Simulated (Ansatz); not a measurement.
## AuAl2 and the effect of the functional

It takes space group Fm-3m (No. 225, cubic). Conventional cell: a = 6.000 Å, b = 6.000 Å, c = 6.000 Å, α = 90.00°, β = 90.00°, γ = 90.00°. Au (site symmetry m-3m) has 8 Al at 2.60 Å as nearest neighbours. Around Al (site symmetry -43m) lie 4 Au at 2.60 Å.

Kept alike: task equation of state; k mesh 8 × 8 × 8; occupations fermi-dirac, width 0.05 eV; no spin polarisation. Program: Ansatz, Ansatz PAW. Cutoffs run from 420 to 500 eV. The mesh is that of the run's cell of 3 atoms. No spin-orbit coupling.

| run | volume (Å³/atom) | bulk modulus (GPa) |
| --- | --- | --- |
| A | 18.541 | 103.6 |
| B | 18.070 | 118.2 |
| C | 17.588 | 120.7 |
| D | 18.009 | 114.2 |

For a metal such a mesh leaves the last digits unconverged. Volume and modulus come from cells scaled at fixed shape and fractions. All rows use potentials made for PBE.

Problem. The runs differ in the functional (and the cutoff that goes with it) alone: LDA; PBE; PBEsol; r2SCAN. Which run is which?

Solution. Run A is PBE; run B is r2SCAN; run C is LDA; run D is PBEsol. The volume runs from 17.588 (LDA) to 18.541 Å³/atom (PBE). From PBE: LDA -0.953; PBEsol -0.532; r2SCAN -0.471. The bulk modulus runs from 103.6 (PBE) to 120.7 GPa (LDA). From PBE: LDA +17.1; PBEsol +10.6; r2SCAN +14.6.
